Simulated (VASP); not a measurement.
Bi2Te3 (Tellurobismuthite):

```
CELL_PARAMETERS angstrom
2.19300 1.26613 10.16567
-2.19300 1.26613 10.16567
0.00000 -2.53226 10.16567
ATOMIC_POSITIONS crystal
Bi 0.60000 0.60000 0.60000
Bi 0.40000 0.40000 0.40000
Te 0.79050 0.79050 0.79050
Te 0.20950 0.20950 0.20950
Te 0.00000 0.00000 0.00000
```

Base run:

* Program: VASP 6.6.1
* Functional: PBE
* Potentials or basis: VASP PAW PBE potentials, release 64 (Bi_d, Te)
* Cutoff: 520 eV
* k mesh: 7 × 7 × 7
* Occupations: fermi-dirac, width 0.05 eV
* Spin: no spin polarisation

Its results: band gap on the k mesh 0.28 eV, direct; pressure 1.9 GPa; largest force 0.029 eV/Å.

Question: The run is repeated on the same cell with these changes: functional from PBE to PBEsol. What comes out?

Answer: Band gap on the k mesh 0.23 eV, direct; pressure -0.6 GPa; largest force 0.096 eV/Å.

PBEsol binds more tightly than PBE, so the same cell stands under less pressure.

Caveats: spin-orbit coupling is left out, which as a rule narrows the gap of such compounds by several tenths of an eV; an odd mesh through Γ misses points on the zone boundary, where band edges often lie; the PAW data sets were made with another functional, which shifts forces and pressure a little (some runs).

Not every run made on this cell is shown here.
